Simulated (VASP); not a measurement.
The system is Si.

```
CELL_PARAMETERS angstrom
2.62054 0.00000 0.00000
-1.31027 2.26946 0.00000
0.00000 0.00000 2.46635
ATOMIC_POSITIONS crystal
Si 0.00000 0.00000 0.00000
```

This isn't the form of Si at room conditions, which is diamond.

| Property | Result |
| --- | --- |
| Program | VASP 6.6.1 |
| Task | relaxation of cell and atoms |
| Functional | revPBE |
| Potentials or basis | VASP PAW PBE potentials, release 64 (Si) |
| Cutoff | 600 eV |
| k mesh | 12 × 12 × 11 |
| Occupations | fermi-dirac, width 0.05 eV |
| Spin | no spin polarisation |

At the start: pressure 3.9 GPa; volume 14.67 Å³/atom.

Q: How do energy, volume and symmetry change on relaxing?

A: Over 7 steps the energy falls by 7.3 meV/atom and the volume is 15.16 Å³/atom (+3.3 %); space group P6/mmm (No. 191, to 0.05 Å).

Step by step:
```csv
step,energy change (eV),largest force (eV/Å),pressure (GPa),volume (Å³)
1,0.0000,0.0000,3.91,14.67
2,-0.0046,0.0000,-1.97,15.44
3,-0.0072,0.0000,0.09,15.14
4,-0.0072,0.0000,0.16,15.13
5,-0.0072,0.0000,0.04,15.15
6,-0.0073,0.0000,0.07,15.15
7,-0.0073,0.0000,-0.02,15.16
```

Final structure:
```
Si
1.0
     2.63968    0.00000    0.00000
    -1.31984    2.28603    0.00000
     0.00000    0.00000    2.51203
Si
1
Direct
  0.00000 0.00000 0.00000
```

Caveat: the PAW data sets were made with another functional, which shifts forces and pressure a little.
